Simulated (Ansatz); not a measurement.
Three rocksalt compounds, relaxed with r2SCAN in the plane-wave code Ansatz. Spin-unpolarised throughout; all numbers are computed.

```
compound  a (Å)  gap, HSE06 (eV)
    BaTe  7.065     2.35 (Γ → X)
    SrTe  6.706     2.49 (Γ → X)
    RbBr  6.922       not needed
```

Problem. What is the misfit strain of a coherent BaTe film on RbBr?

Solution. ε∥ = (a_sub − a_film)/a_film = (6.922 − 7.065)/7.065 = -2.02 %: the film is in compression in the plane. At this size it stays coherent only while very thin.

Problem. By Vegard's law, which share x of SrTe in (BaTe)₁₋ₓ(SrTe)ₓ matches the substrate?

Solution. (1 − x) × 7.065 + x × 6.706 = 6.922 gives x = (6.922 − 7.065)/(6.706 − 7.065) = 0.398.

Problem. Without bowing, what gap would that alloy have?

Solution. (1 − 0.398) × 2.35 + 0.398 × 2.49 = 2.41 eV with HSE06. Bowing would lower it by b x(1 − x) = 0.240 b.

No spin-orbit coupling is included; it can move band edges with weight on the heavy atoms by tenths of an eV.

The meshes of the hybrids are coarse, so their gaps aren't converged to the digits shown.
